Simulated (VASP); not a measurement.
Level of theory: PBE GGA, VASP's PBE PAW potentials (set 64) (plane waves; VASP 6.6.1).

The input files of a VASP run:

File KPOINTS:
```
Automatic mesh
0
Gamma
6 6 6
0 0 0
```

### INCAR
```
SYSTEM  =  ZnTe
PREC  =  Accurate; ENCUT  =  300; LREAL  =  .FALSE.
LASPH  =  .TRUE.
EDIFF  =  1E-8; NELM  =  100; ALGO  =  Normal
LMAXMIX  =  4
ISMEAR  =  0; SIGMA  =  0.01
GGA  =  PE
IBRION  =  8; NSW  =  1; ISIF  =  2
LWAVE  =  .FALSE.; LCHARG  =  .FALSE.
LEPSILON  =  .TRUE.
```

POSCAR:
```
ZnTe
1
    0.0000000000     3.0424760000     3.0424760000
    3.0424760000     0.0000000000     3.0424760000
    3.0424760000     3.0424760000     0.0000000000
Zn Te
1 1
Direct
  0.5000000000   0.5000000000   0.5000000000
  0.2500000000   0.2500000000   0.2500000000
```

POTCAR, in this order: Zn Te (PBE.64 set). Program: vasp_std.

Output

### OSZICAR
```
...
RMM:   6    -0.104514228794E+01   -0.13662E-05   -0.72087E-06   679   0.379E-03
RMM:   7    -0.104514222464E+01    0.63302E-07   -0.27672E-08   581   0.135E-03
RMM:   8    -0.104514228203E+01   -0.57389E-07   -0.15433E-07   438   0.611E-04
RMM:   9    -0.104514226805E+01    0.13982E-07    0.70837E-08   394   0.295E-04
RMM:  10    -0.104514227908E+01   -0.11033E-07   -0.58639E-09   370   0.165E-04
RMM:  11    -0.104514227810E+01    0.98290E-09    0.59822E-09   322   0.994E-05
 Linear response to external field, progress :
  Direction:   1
       N       E                     dE             d eps       ncg     rms          rms(c)
RMM:   1    -0.144428498017E+01   -0.14443E+01   -0.63447E+00  1887   0.400E+00
RMM:   2    -0.163197391361E+01   -0.18769E+00   -0.26283E-02  2039   0.856E-01    0.246E+00
RMM:   3    -0.160053061827E+01    0.31443E-01   -0.34829E-02  1915   0.113E+00    0.141E+00
RMM:   4    -0.166622226079E+01   -0.65692E-01   -0.55884E-02  1966   0.137E+00    0.175E-01
RMM:   5    -0.168592627457E+01   -0.19704E-01   -0.24364E-03  2010   0.327E-01    0.400E-02
RMM:   6    -0.169278783512E+01   -0.68616E-02   -0.35933E-05  2072   0.889E-02    0.250E-02
RMM:   7    -0.169451949281E+01   -0.17317E-02    0.25492E-06  1958   0.361E-02    0.628E-03
RMM:   8    -0.169462954465E+01   -0.11005E-03    0.12285E-05  1998   0.812E-03    0.244E-03
RMM:   9    -0.169465169925E+01   -0.22155E-04    0.49246E-06  2072   0.347E-03    0.559E-04
RMM:  10    -0.169466873263E+01   -0.17033E-04    0.12112E-06  2092   0.900E-04    0.212E-04
RMM:  11    -0.169466751954E+01    0.12131E-05    0.32191E-07  1824   0.343E-04    0.653E-05
RMM:  12    -0.169466517156E+01    0.23480E-05   -0.31255E-08  1271   0.111E-04    0.192E-05
RMM:  13    -0.169466498772E+01    0.18384E-06   -0.65591E-10   898   0.642E-05    0.113E-05
RMM:  14    -0.169466474243E+01    0.24530E-06   -0.43302E-09   616   0.546E-05    0.167E-06
 Linear response to external field, progress :
  Direction:   2
       N       E                     dE             d eps       ncg     rms          rms(c)
RMM:   1    -0.144429137460E+01   -0.14443E+01   -0.63448E+00  1889   0.400E+00
RMM:   2    -0.163197339961E+01   -0.18768E+00   -0.26281E-02  2039   0.856E-01    0.246E+00
RMM:   3    -0.160052871893E+01    0.31445E-01   -0.34810E-02  1914   0.113E+00    0.141E+00
RMM:   4    -0.166622101368E+01   -0.65692E-01   -0.55864E-02  1965   0.137E+00    0.175E-01
RMM:   5    -0.168592778025E+01   -0.19707E-01   -0.24405E-03  2012   0.327E-01    0.400E-02
RMM:   6    -0.169278915480E+01   -0.68614E-02   -0.40575E-05  2070   0.889E-02    0.250E-02
RMM:   7    -0.169452000677E+01   -0.17309E-02    0.51619E-06  1962   0.361E-02    0.628E-03
RMM:   8    -0.169463053957E+01   -0.11053E-03    0.11645E-05  1994   0.813E-03    0.244E-03
RMM:   9    -0.169465260217E+01   -0.22063E-04    0.47624E-06  2082   0.347E-03    0.559E-04
RMM:  10    -0.169466963540E+01   -0.17033E-04    0.11438E-06  2088   0.901E-04    0.212E-04
RMM:  11    -0.169466843544E+01    0.12000E-05    0.15329E-07  1827   0.343E-04    0.651E-05
RMM:  12    -0.169466608491E+01    0.23505E-05   -0.61446E-08  1285   0.111E-04    0.192E-05
RMM:  13    -0.169466589864E+01    0.18627E-06    0.28355E-09   891   0.642E-05    0.113E-05
RMM:  14    -0.169466565840E+01    0.24024E-06    0.44070E-11   616   0.546E-05    0.168E-06
 Linear response to external field, progress :
  Direction:   3
       N       E                     dE             d eps       ncg     rms          rms(c)
RMM:   1    -0.144514441319E+01   -0.14451E+01   -0.63533E+00  1889   0.400E+00
RMM:   2    -0.163155187573E+01   -0.18641E+00   -0.22969E-02  2037   0.854E-01    0.246E+00
RMM:   3    -0.160051555749E+01    0.31036E-01   -0.34787E-02  1910   0.112E+00    0.141E+00
RMM:   4    -0.166621793978E+01   -0.65702E-01   -0.55899E-02  1963   0.137E+00    0.175E-01
RMM:   5    -0.168595623786E+01   -0.19738E-01   -0.24465E-03  2008   0.328E-01    0.399E-02
RMM:   6    -0.169278622619E+01   -0.68300E-02   -0.41311E-05  2066   0.888E-02    0.250E-02
RMM:   7    -0.169452122861E+01   -0.17350E-02    0.49514E-06  1955   0.362E-02    0.630E-03
RMM:   8    -0.169463059016E+01   -0.10936E-03    0.11817E-05  1989   0.814E-03    0.245E-03
RMM:   9    -0.169465253677E+01   -0.21947E-04    0.49207E-06  2076   0.348E-03    0.568E-04
RMM:  10    -0.169466969313E+01   -0.17156E-04    0.12620E-06  2095   0.902E-04    0.214E-04
RMM:  11    -0.169466842333E+01    0.12698E-05    0.33648E-07  1826   0.342E-04    0.653E-05
RMM:  12    -0.169466606157E+01    0.23618E-05   -0.30103E-08  1281   0.110E-04    0.188E-05
RMM:  13    -0.169466588525E+01    0.17632E-06    0.16076E-08   885   0.633E-05    0.106E-05
RMM:  14    -0.169466564057E+01    0.24468E-06   -0.43056E-10   612   0.544E-05    0.168E-06
 Linear response DOF=           2
 Linear response progress:
  Degree of freedom:   1/  2
       N       E                     dE             d eps       ncg     rms          rms(c)
RMM:   1    -0.210334028147E+00   -0.21033E+00   -0.19073E-02  1755   0.212E+00
RMM:   2    -0.209067506434E+00    0.12665E-02   -0.13634E-03  1802   0.308E-01    0.868E-02
RMM:   3    -0.208828112751E+00    0.23939E-03   -0.58044E-05  2075   0.550E-02    0.484E-02
RMM:   4    -0.208515883971E+00    0.31223E-03   -0.20727E-05  2080   0.293E-02    0.644E-03
RMM:   5    -0.208488984646E+00    0.26899E-04   -0.40028E-06  2169   0.576E-03    0.170E-03
RMM:   6    -0.208495452070E+00   -0.64674E-05    0.47902E-07  2120   0.272E-03    0.430E-04
RMM:   7    -0.208495679313E+00   -0.22724E-06    0.11117E-08  2204   0.549E-04    0.180E-04
RMM:   8    -0.208495725014E+00   -0.45702E-07    0.53761E-08  2079   0.341E-04    0.234E-05
RMM:   9    -0.208495663819E+00    0.61195E-07    0.12566E-08  2216   0.752E-05    0.123E-05
RMM:  10    -0.208495747920E+00   -0.84100E-07    0.31600E-09  2309   0.275E-05    0.792E-06
RMM:  11    -0.208495769113E+00   -0.21193E-07    0.66286E-09  2308   0.101E-05    0.162E-06
RMM:  12    -0.208495767401E+00    0.17120E-08   -0.41973E-10  1834   0.458E-06    0.800E-07
 Linear response progress:
  Degree of freedom:   2/  2
       N       E                     dE             d eps       ncg     rms          rms(c)
RMM:   1    -0.462331944659E-01   -0.46233E-01    0.76390E-02  2744   0.137E+00
RMM:   2    -0.465742256987E-01   -0.34103E-03   -0.25987E-03  1884   0.435E-01    0.916E-02
RMM:   3    -0.467246546929E-01   -0.15043E-03   -0.16385E-04  2024   0.102E-01    0.602E-02
RMM:   4    -0.469885498945E-01   -0.26390E-03   -0.46949E-05  1997   0.445E-02    0.455E-03
RMM:   5    -0.469938260447E-01   -0.52762E-05   -0.62547E-07  2053   0.853E-03    0.318E-03
RMM:   6    -0.469930963429E-01    0.72970E-06   -0.74841E-07  1962   0.370E-03    0.561E-04
RMM:   7    -0.469916030259E-01    0.14933E-05    0.38616E-07  2093   0.915E-04    0.452E-04
RMM:   8    -0.469926833023E-01   -0.10803E-05   -0.57466E-08  2011   0.439E-04    0.111E-04
RMM:   9    -0.469924420410E-01    0.24126E-06    0.14293E-08  2117   0.145E-04    0.606E-05
RMM:  10    -0.469924180906E-01    0.23950E-07    0.25952E-09  2114   0.520E-05    0.220E-05
RMM:  11    -0.469924360308E-01   -0.17940E-07   -0.67816E-10  2054   0.145E-05    0.133E-05
RMM:  12    -0.469924474255E-01   -0.11395E-07   -0.26240E-09  1903   0.640E-06    0.141E-06
RMM:  13    -0.469924432033E-01    0.42222E-08    0.24381E-11  1382   0.271E-06    0.287E-06
 Linear response finished
```

OUTCAR:
```
------------------------ aborting loop because EDIFF is reached ----------------------------------------

 HEAD OF MICROSCOPIC STATIC DIELECTRIC TENSOR (INDEPENDENT PARTICLE, excluding Hartree and local field effects)
 ------------------------------------------------------
          11.500498     0.000000     0.000000
          -0.000000    11.500498    -0.000000
           0.000000    -0.000000    11.500498
 ------------------------------------------------------

 MACROSCOPIC STATIC DIELECTRIC TENSOR (including local field effects in DFT)
 ------------------------------------------------------
          11.096610    -0.000000    -0.000000
          -0.000000    11.096610    -0.000000
           0.000000    -0.000000    11.096610
 ------------------------------------------------------

 PIEZOELECTRIC TENSOR (including local field effects)  for field in x, y, z        (e  Angst)
          XX          YY          ZZ          XY          YZ          ZX
  --------------------------------------------------------------------------------
  x    -0.00000    -0.00000     0.00000    -0.00000     2.50609     0.00000
  y    -0.00000     0.00000     0.00000     0.00000    -0.00000     2.50609
  z     0.00000     0.00000    -0.00000     2.50609     0.00000     0.00000

 PIEZOELECTRIC TENSOR (including local field effects)  for field in x, y, z        (C/m^2)
          XX          YY          ZZ          XY          YZ          ZX
  --------------------------------------------------------------------------------
  x    -0.00000    -0.00000     0.00000    -0.00000     0.71285     0.00000
  y    -0.00000     0.00000     0.00000     0.00000    -0.00000     0.71285
  z     0.00000     0.00000    -0.00000     0.71285     0.00000     0.00000

 BORN EFFECTIVE CHARGES (including local field effects) (in |e|, cummulative output)
 ---------------------------------------------------------------------------------
 ion    1
    1     2.19386    -0.00000    -0.00000
    2     0.00000     2.19386    -0.00000
    3     0.00000     0.00000     2.19386
 ion    2
    1    -2.19386     0.00000     0.00000
    2    -0.00000    -2.19386     0.00000
    3    -0.00000    -0.00000    -2.19386

   1 f  =    5.476880 THz    34.412253 2PiTHz  182.689057 cm-1    22.650546 meV
             X         Y         Z           dx          dy          dz
      3.042476  3.042476  3.042476    -0.812643   -0.000000    0.000000
      1.521238  1.521238  1.521238     0.582761    0.000000    0.000000

   2 f  =    5.476880 THz    34.412253 2PiTHz  182.689057 cm-1    22.650546 meV
             X         Y         Z           dx          dy          dz
      3.042476  3.042476  3.042476     0.000000   -0.812643   -0.000000
      1.521238  1.521238  1.521238    -0.000000    0.582761   -0.000000

   3 f  =    5.476880 THz    34.412253 2PiTHz  182.689057 cm-1    22.650546 meV
             X         Y         Z           dx          dy          dz
      3.042476  3.042476  3.042476     0.000000    0.000000    0.812643
      1.521238  1.521238  1.521238     0.000000   -0.000000   -0.582761

   4 f/i=    0.004541 THz     0.028532 2PiTHz    0.151474 cm-1     0.018780 meV
             X         Y         Z           dx          dy          dz
      3.042476  3.042476  3.042476    -0.004830    0.111752   -0.571926
      1.521238  1.521238  1.521238    -0.006736    0.155834   -0.797533

   5 f/i=    0.004541 THz     0.028532 2PiTHz    0.151474 cm-1     0.018780 meV
             X         Y         Z           dx          dy          dz
      3.042476  3.042476  3.042476     0.251783   -0.515404   -0.102834
      1.521238  1.521238  1.521238     0.351103   -0.718716   -0.143399

   6 f/i=    0.004541 THz     0.028532 2PiTHz    0.151474 cm-1     0.018780 meV
             X         Y         Z           dx          dy          dz
      3.042476  3.042476  3.042476     0.525541    0.247953    0.044010
      1.521238  1.521238  1.521238     0.732851    0.345764    0.061371

 MACROSCOPIC STATIC DIELECTRIC TENSOR IONIC CONTRIBUTION
 ------------------------------------------------------
           2.912296     0.000000     0.000000
           0.000000     2.912296    -0.000000
           0.000000    -0.000000     2.912296
 ------------------------------------------------------

 ELASTIC MODULI CONTR FROM IONIC RELAXATION (kBar)
 Direction    XX          YY          ZZ          XY          YZ          ZX
 --------------------------------------------------------------------------------
 XX          -0.0000      0.0000      0.0000     -0.0000      0.0000      0.0000
 YY           0.0000     -0.0000     -0.0000     -0.0000     -0.0000      0.0000
 ZZ           0.0000     -0.0000     -0.0000      0.0000     -0.0000      0.0000
 XY          -0.0000     -0.0000      0.0000   -161.2269      0.0000      0.0000
 YZ           0.0000     -0.0000     -0.0000      0.0000   -161.2269     -0.0000
 ZX           0.0000      0.0000      0.0000      0.0000     -0.0000   -161.2269
 --------------------------------------------------------------------------------

 PIEZOELECTRIC TENSOR IONIC CONTR  for field in x, y, z        (C/m^2)
          XX          YY          ZZ          XY          YZ          ZX
  --------------------------------------------------------------------------------
  x     0.00000    -0.00000    -0.00000     0.00000    -0.64478    -0.00000
  y     0.00000     0.00000     0.00000     0.00000    -0.00000    -0.64478
  z    -0.00000    -0.00000     0.00000    -0.64478    -0.00000     0.00000
```
(Selected blocks of OUTCAR.)

### OUTCAR
```
 val. band max:        3.2920669605   @ k =   0.0000   0.0000   0.0000

 cond. band min:       4.5763734237   @ k =   0.0000   0.0000   0.0000


 Fermi energy:         3.4021789183

 k-point     1 :       0.0000    0.0000    0.0000
  band No.  band energies     occupation
      1      -8.5484      2.00000
      2      -3.6352      2.00000
      3      -3.6352      2.00000
      4      -3.6352      2.00000
      5      -3.3974      2.00000
      6      -3.3974      2.00000
      7       3.2921      2.00000
      8       3.2921      2.00000
      9       3.2921      2.00000
     10       4.5764      0.00000
     11       7.6704      0.00000
     12       7.6704      0.00000
     13       7.6704      0.00000

 k-point     2 :       0.1667    0.0000    0.0000
  band No.  band energies     occupation
      1      -8.3607      2.00000
      2      -3.6184      2.00000
      3      -3.6184      2.00000
      4      -3.6146      2.00000
      5      -3.3992      2.00000
      6      -3.3992      2.00000
      7       1.3240      2.00000
      8       3.0127      2.00000
      9       3.0127      2.00000
     10       5.4940      0.00000
     11       8.0821      0.00000
     12       8.0822      0.00000
     13       8.1902      0.00000

 k-point     3 :       0.3333    0.0000    0.0000
  band No.  band energies     occupation
      1      -7.9253      2.00000
      2      -3.5897      2.00000
      3      -3.5897      2.00000
      4      -3.4823      2.00000
      5      -3.3965      2.00000
      6      -3.3965      2.00000
      7      -0.8521      2.00000
      8       2.5681      2.00000
      9       2.5681      2.00000
     10       5.2512      0.00000
     11       8.3932      0.00000
     12       8.3932      0.00000
     13      10.3819      0.00000

 k-point     4 :       0.5000    0.0000    0.0000
  band No.  band energies     occupation
      1      -7.6655      2.00000
      2      -3.5788      2.00000
      3      -3.5788      2.00000
...
```

At this cut-off the stress carries a Pulay error, which pulls relaxed volumes low. The dielectric response may not be converged in the k-mesh; for small gaps it tends to come out too large. Unless said otherwise, spin-orbit coupling is left out, though it shifts the bands of the heavy elements here.

The structure comes from a computed database's ZnTe entry; how it stands against other phases isn't given here. The cell was not relaxed at this level. The run is one of a series of settings (EDIFF = 1E-8, GGA = PE, IBRION = 8, LEPSILON = .TRUE., NSW = 1, SIGMA = 0.01, POTCAR Zn Te (PBE.64 set) against the base run), some of them coarse on purpose.
